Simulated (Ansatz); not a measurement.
**SnS — ¹¹⁹Sn Mössbauer parameters**

Cell: a computed structure from the Materials Project (it need not be an observed phase).

```cif
data_structure
_symmetry_space_group_name_H-M 'P 1'
_symmetry_Int_Tables_number 1
_cell_length_a 11.3920
_cell_length_b 3.9569
_cell_length_c 4.5328
_cell_angle_alpha 90.000
_cell_angle_beta 90.000
_cell_angle_gamma 90.000
_cell_volume 204.32
loop_
_atom_site_label
_atom_site_type_symbol
_atom_site_fract_x
_atom_site_fract_y
_atom_site_fract_z
_atom_site_occupancy
Sn1 Sn 0.62163 0.25000 0.36954 1
Sn2 Sn 0.37837 0.75000 0.63046 1
Sn3 Sn 0.87837 0.75000 0.86954 1
Sn4 Sn 0.12163 0.25000 0.13046 1
S5 S 0.34750 0.25000 0.01060 1
S6 S 0.65250 0.75000 0.98940 1
S7 S 0.15250 0.75000 0.51060 1
S8 S 0.84750 0.25000 0.48940 1
```

Atom numbers follow the list; atoms alike are taken as one site, whose name carries the number of the first.

Computed with Ansatz: DFT, PBE, plane waves and PAW, scalar-relativistic, 420 eV cutoff, Γ-centred 3×8×7 k-points, Fermi–Dirac smearing 0.01 eV.

Isomer shifts (against SnO₂) follow from the electron density at the nucleus, δ = α(ρ − ρ₀), with α = 0.099 mm s⁻¹ a₀³ and ρ₀ = 183191.44 a₀⁻³ from a line fitted to 8 measured compounds at this level of theory (rms miss 0.12 mm/s). ΔE_Q = ½eQV_zz(1 + η²/3)^½ with Q = -0.132 b for the 23.9 keV state.

Task: Give the isomer shift and quadrupole splitting of each Sn site.

Result: 

```
site       atoms         first shell  ρ − ρ₀ (a₀⁻³)  δ (mm/s)  ΔE_Q (mm/s)     η
  Sn  1, 2, 3, 4  3 S at 2.63–2.65 Å           33.1      3.27         1.06  0.31
```

The shift of Sn is typical of Sn(II), and the large splitting points to a stereochemically active lone pair.

Without spin–orbit coupling (the program notes it for Sn) the gradients can shift somewhat, as the gap is small. Shifts outside the range of the fitted compounds (-0.5 to 3.2 mm/s for Sn) are extrapolations.

Hardware: 1 thread of Arm Neoverse N1 (aarch64; 36 cores open to the job, memory cap 3.0 GiB, no GPU), a shared host with a load of 0.8 a core. Wall time 59 s, CPU time 59 s, peak memory 0.59 GiB.
